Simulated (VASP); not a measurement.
Here is a VASP 6.6.1 calculation.

File INCAR:

```
SYSTEM = As
PREC     = Accurate       ! precision mode
ENCUT    = 520            ! plane-wave cutoff, eV
EDIFF    = 1E-6           ! SCF threshold, eV
ISMEAR   = 0              ! smearing method
SIGMA    = 0.1            ! smearing width, eV
LREAL    = .False.        ! projectors in reciprocal space
LASPH    = .True.         ! aspherical terms in the spheres
NELM     = 100            ! most SCF steps
ALGO     = Normal         ! electronic algorithm
ISIF     = 2              ! what is computed and relaxed
LWAVE    = .False.        ! write WAVECAR
LCHARG   = .False.        ! write CHGCAR
GGA      = PE             ! functional
NBANDS   = 18             ! bands
```

KPOINTS

```
Automatic mesh
0
Gamma
  6 6 2
  0 0 0
```

Contents of POSCAR:

```
As
1.0
    3.6589568534      0.0000000000      0.0000000000
   -1.8294784267      3.1687495864      0.0000000000
    0.0000000000      0.0000000000      8.8820638856
As
4
Direct
    0.0000000000      0.0000000000     -0.0743125058
    0.0000000000      0.0000000000      0.4256874942
    0.3333333333      0.6666666667      0.0793125058
    0.6666666667      0.3333333333      0.5793125058
```

Potentials or basis: VASP PAW PBE potentials, release 64 (As).

Run with:

```console
$ cat potpaw_PBE.64/As/POTCAR > POTCAR
$ mpirun -np 1 vasp_std > vasp.out
```

Question: Predict the largest force.

Answer: 0.094 eV/Å.

Question: What does it give for the band gap on the k mesh?

Answer: None (metal or under the smearing width).

Question: Predict the pressure.

Answer: 0.4 GPa.

Forces in eV/Å, atoms in the order of the input:
```
As   0.000  0.000 -0.094
As   0.000  0.000 -0.094
As   0.000  0.000  0.094
As   0.000  0.000  0.094
```

Caveat: this functional lacks dispersion, which binds the layers, so the pressure and a relaxed spacing across them are unreliable.
